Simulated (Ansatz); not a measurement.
# ZrS₂ (CdI2-type structure)

Method: PBEsol, scalar-relativistic; no spin polarisation; PAW, 420 eV, Γ-centred 10×10×6 mesh, 0.05 eV Gaussian smearing; code Ansatz; PAW files: Ansatz's generated set soft_2.

```yaml
crystal:
  lattice:
    - [3.62727, 0.00000, 0.00000]
    - [-1.81364, 3.14131, 0.00000]
    - [0.00000, 0.00000, 5.87634]
  atoms:
    - { symbol: Zr, position: [0.00000, 0.00000, 0.00000] }
    - { symbol: S, position: [0.33333, 0.66667, 0.24726] }
    - { symbol: S, position: [0.66667, 0.33333, 0.75274] }
```

The compound is reported in the structure type of the start.

Cell and atoms are those of this level's equilibrium.

Elastic constants come from the stress of slightly strained cells with relaxed atoms, in GPa, Voigt order xx, yy, zz, yz, xz, xy in the Cartesian frame of the vectors above.

```
132.1  25.1   2.5  -1.3   0.0   0.0
 25.1 132.1   2.5   1.3   0.0   0.0
  2.5   2.5  21.6   0.0   0.0   0.0
 -1.3   1.3   0.0   6.6   0.0   0.0
  0.0   0.0   0.0   0.0   6.6  -1.3
  0.0   0.0   0.0   0.0  -1.3  53.5
```

Task: Work out the Voigt, Reuss and Hill moduli.

Result: Voigt: K = (C11 + C22 + C33 + 2(C12 + C13 + C23))/9 = 38 GPa, G = (C11 + C22 + C33 − C12 − C13 − C23 + 3(C44 + C55 + C66))/15 = 30 GPa. Reuss, from the compliances S = C⁻¹: K = 17.8 GPa, G = 12.2 GPa. Hill means: K = 28 GPa, G = 21 GPa.

Task: And Young's modulus, Poisson's ratio, Pugh's ratio and the anisotropy?

Result: E = 9KG/(3K + G) = 51 GPa, ν = (3K − 2G)/(6K + 2G) = 0.20, K/G = 1.32 (under the 1.75 that Pugh's rule, made for metals, takes as the line between brittle and ductile), universal anisotropy index 5G_V/G_R + K_V/K_R − 6 = 8.6. The eigenvalues of C are 6.6, 6.6, 22, 54, 107, 157 GPa, all positive.

Voigt's and Reuss's shear moduli differ by over a factor of two, so their mean gives no reliable sound velocity or Debye temperature.

It took roughly 6 core-minutes on a shared host.

The structure is built of weakly bound layers, and this functional has no dispersion term, so their spacing and all that hangs on it (volume, the soft elastic constants, low modes, dielectric constants) are poorly given.
